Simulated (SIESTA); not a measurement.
Crystal: Cr.

```xyz
2
Lattice="2.7140 0.0000 0.0000 -1.3570 2.3504 0.0000 0.0000 0.0000 4.4100" Properties=species:S:1:pos:R:3 pbc="T T T"
Cr    1.3570    0.7835    3.3075
Cr    0.0000    1.5669    1.1025
```

This isn't the form of Cr at room conditions, which is bcc.

```yaml
Program: SIESTA 5.4.2
Task: single point
Functional: PBE
Potentials_or_basis: PseudoDojo 0.4 standard (PBE files)
Basis: DZP (energy shift 0.003 Ry; two zetas on semicore shells)
Grid_cutoff: 800 Ry
Energy_shift: 0.003 Ry
k_mesh: 11 × 11 × 6
Occupations: fermi-dirac, width 0.05 eV
Spin: collinear spin, ferromagnetic start
Starting_moments: "[3.0, 3.0] μB"
```

On this cell: pressure -25.5 GPa; largest force under 0.003 eV/Å; net moment 2.22 μB per cell; site moments Cr +1.11 μB; band gap on the k mesh none (metal or under the smearing width).

The same run follows on a disturbed copy (atoms moved at random, drawn with an rms of 0.05 Å):

```
Cr
1.0
     2.71400    0.00000    0.00000
    -1.35700    2.35039    0.00000
     0.00000    0.00000    4.41000
Cr
2
Direct
  0.67792 0.33401 0.74410
  0.33027 0.66015 0.25463
```

Problem. What changes?

Solution. The energy (extrapolated to zero smearing) moves by +0.6 meV/atom; pressure -25.6 GPa; largest force 0.093 eV/Å; net moment 2.18 μB per cell; site moments Cr +1.09 μB; band gap on the k mesh none (metal or under the smearing width).

Forces on the atoms (eV/Å):
```
Cr   0.024  0.014  0.089
Cr  -0.024 -0.014 -0.089
```

Stress tensor (GPa, compression positive):
```
-26.11   0.51   0.00
  0.51 -26.70   0.00
 -0.01   0.00 -23.99
```

Caveats: the basis of atomic orbitals isn't converged, which shifts pressures, moduli and gaps; so large a pressure means that the cell lies far from this level's equilibrium, or that cutoff or potentials fall short (some runs).
